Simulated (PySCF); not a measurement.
Ranking problems on computed properties.

All species are isolated and taken at one optimised geometry, non-relativistic unless stated. Electronic properties by PySCF.

The conformers computed, where there is a choice (atom-mapped SMILES and torsion angles):
- `[CH3:1][C:2](=[O:3])[O:4][C:5]1=[C:6]([CH3:7])[CH2:8][CH2:9][C:10]1=[O:11]`: C1–C2–O4–C5 180°, C2–O4–C5–C6 -55°
- `[CH3:1][C:2]([CH3:3])([CH3:4])[OH:5]`: H–O5–C2–C1 -61°
- `[CH3:1][NH+:2]([CH3:3])[CH2:4][O:5][SiH3:6]`: C1–N2–C4–O5 168°, N2–C4–O5–Si6 -179°
- `[CH3:1][O:2][CH:3]([CH3:4])[CH3:5]`: C1–O2–C3–C4 167°
- `[CH:1]#[C:2][C:3](=[O:4])[C@H:5]([SiH3:6])[CH2:7][F:8]`: C2–C3–C5–Si6 -84°, C3–C5–C7–F8 162°
- `[CH:1]#[C:2][C@H:3]([F:4])[S:5][CH:6]=[C:7]=[S:8]`: C2–C3–S5–C6 53°, C3–S5–C6–C7 25°
- `[CH3:1][S:2][SiH2:3][S:4][CH2:5][S:6]([CH3:7])(=[O:8])=[O:9]`: C1–S2–Si3–S4 162°, S2–Si3–S4–C5 36°, Si3–S4–C5–S6 63°, S4–C5–S6–C7 67°
- `[CH2:1]=[C:2]1[SiH2:3][C@H:4]1[c:5]1[cH:6][cH:7][cH:8][cH:9][cH:10]1`: Si3–C4–C5–C6 -125°
- `[OH:1][CH2:2][P:3]1(=[S:4])[CH2:5][CH2:6]1`: O1–C2–P3–S4 49°, H–O1–C2–P3 -53°

The conformers of `CSCP1(=O)CCOCC1`, `C#C[C@@H]1C[Si@@](C)(P)O[SiH2]1` and `C=C[P@@](=O)(COC)CSC` aren't listed.

Task: Rank by HOMO–LUMO gap, highest first (PBE0/pcSseg-1 at GFN2-xTB geometries).
A. `CC(C)(C)O` (C4H10O)
B. `CSCP1(=O)CCOCC1` (C6H13O2PS)
C. `O=N` (HNO)
D. `CC(=O)OC1=C(C)CCC1=O` (C8H10O3)

Result: A (8.79 eV), B (7.17 eV), D (5.91 eV), C (4.21 eV).

Task: By how much do the two ends of that ranking differ?

Result: By 4.58 eV, between `CC(C)(C)O` and `N=O` (HNO).

Task: Rank by static isotropic polarisability, highest first (B3LYP/def2-SVPD at GFN2-xTB geometries).
A. `COC(C)C`
B. `[SH3+]`
C. `C#C[C@H](F)SC=C=S`
D. `C#CC(=O)[C@H]([SiH3])CF`
E. `[NH+](C)(C)CO[SiH3]`

Result: C (101.3 au), D (88.7 au), E (70.4 au), A (57.0 au), B (17.7 au).

Task: Rank by smallest rotational constant, highest first (GFN2-xTB).
A. `CC(O)(C)C` (C4H10O)
B. `C[NH+](C)CO[SiH3]` ([C3H12NOSi]+)
C. `[SiH2]1C(=C)[C@@H]1c1ccccc1` (C9H10Si)
D. `COC(C)C` (C4H10O)
E. `N=O` (HNO)
F. `S(=O)(=O)(C)CS[SiH2]SC` (C3H10O2S3Si)
G. `C#C[C@H](F)SC=C=S` (C5H3FS2)
H. `C#CC(=O)[C@H]([SiH3])CF` (C5H7FOSi)

Result: E (39.561 GHz), A (4.537 GHz), D (2.821 GHz), B (1.127 GHz), G (0.991 GHz), H (0.925 GHz), C (0.665 GHz), F (0.514 GHz).

Task: Rank by HOMO energy, lowest first (PBE0/pcSseg-1 at GFN2-xTB geometries).
A. `C=C[P@@](=O)(COC)CSC`
B. `CC(C)(C)O`
C. `CC(=O)OC1=C(C)CCC1=O`
D. `C#C[C@@H]1C[Si@@](C)(P)O[SiH2]1`
E. `CSCP1(=O)CCOCC1`

Result: B (-7.66 eV), D (-7.27 eV), C (-7.15 eV), E (-6.45 eV), A (-6.22 eV).

Task: By how much do the two ends of that ranking differ?

Result: By 1.44 eV, between `C=C[P@@](=O)(COC)CSC` and `CC(C)(C)O`.

Task: Rank by lowest triplet excitation (Tamm–Dancoff), highest first (TDA B3LYP/def2-SVPD at GFN2-xTB geometries).
A. `C#CC(=O)[C@H]([SiH3])CF`
B. `C#C[C@H](F)SC=C=S`
C. `COC(C)C`
D. `P1(CC1)(=S)CO`
E. `C[NH+](C)CO[SiH3]`

Result: E (6.83 eV), C (6.55 eV), D (4.53 eV), A (3.42 eV), B (1.58 eV).

Task: By how much do the two ends of that ranking differ?

Result: By 5.25 eV, between `C[NH+](C)CO[SiH3]` and `C#C[C@H](F)SC=C=S`.

Task: Rank by dipole moment, highest first (PBE0/pcSseg-1 at GFN2-xTB geometries).
A. `CC(=O)OC1=C(C)CCC1=O` (C8H10O3)
B. `O=N` (HNO)
C. `C=C1[SiH2][C@H]1c1ccccc1` (C9H10Si)
D. `CC(C)(C)O` (C4H10O)

Result: A (3.47 D), B (1.86 D), D (1.55 D), C (0.76 D).

Task: By how much do the two ends of that ranking differ?

Result: By 2.71 D, between `CC(=O)OC1=C(C)CCC1=O` and `C=C1[SiH2][C@H]1c1ccccc1`.
